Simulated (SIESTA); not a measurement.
A run of SIESTA 5.4.2 is set up as follows.

Contents of Al.fdf:

```
SystemName                      Aluminum
SystemLabel                     Al
NumberOfSpecies                 1
NumberOfAtoms                   1
%block ChemicalSpeciesLabel
  1  13 Al
%endblock ChemicalSpeciesLabel

LatticeConstant                 1.0 Ang
%block LatticeVectors
     0.0000000000     2.0248050000     2.0248050000
     2.0248050000     0.0000000000     2.0248050000
     2.0248050000     2.0248050000     0.0000000000
%endblock LatticeVectors
AtomicCoordinatesFormat         Fractional
%block AtomicCoordinatesAndAtomicSpecies
     0.0000000000     0.0000000000     0.0000000000  1  Al
%endblock AtomicCoordinatesAndAtomicSpecies

%block kgrid.MonkhorstPack
   11   0   0  0.0
    0  11   0  0.0
    0   0  11  0.0
%endblock kgrid.MonkhorstPack
XC.Functional                   GGA
XC.Authors                      PBEsol
PAO.BasisSize                   DZP
PAO.EnergyShift                 0.003 Ry
Mesh.Cutoff                     500 Ry
OccupationFunction              FD
ElectronicTemperature           0.05 eV
MaxSCFIterations                120
SCF.MustConverge                false
SCF.Mixer.Method                Pulay
SCF.Mixer.Weight                0.25
SCF.Mixer.History               8
SCF.DM.Tolerance                5.0e-05
SCF.H.Tolerance                 1.0e-03 eV
WriteForces                     true
Charge.Mulliken                 end
BandLinesScale                  ReciprocalLatticeVectors
%block BandLines
    1    0.000000   0.000000   0.000000  \Gamma
   12    0.500000   0.000000   0.500000  X
    6    0.500000   0.250000   0.750000  W
    4    0.375000   0.375000   0.750000  K
   13    0.000000   0.000000   0.000000  \Gamma
   11    0.500000   0.500000   0.500000  L
    8    0.625000   0.250000   0.625000  U
    4    0.500000   0.250000   0.750000  W
    9    0.500000   0.500000   0.500000  L
    8    0.375000   0.375000   0.750000  K
    1    0.625000   0.250000   0.625000  U
    4    0.500000   0.000000   0.500000  X
%endblock BandLines
```

Potentials or basis: PseudoDojo 0.4 standard (PBEsol files), DZP (energy shift 0.003 Ry).

Launch:

```sh
$ siesta Al.fdf > Al.out 2>&1
```

(1) What does it give for the band gap on the k mesh?

(2) Estimate the pressure.

Results:

(1) none (metal or under the smearing width).

(2) -1.9 GPa.

Caveat: the basis of atomic orbitals isn't converged, which shifts pressures, moduli and gaps.
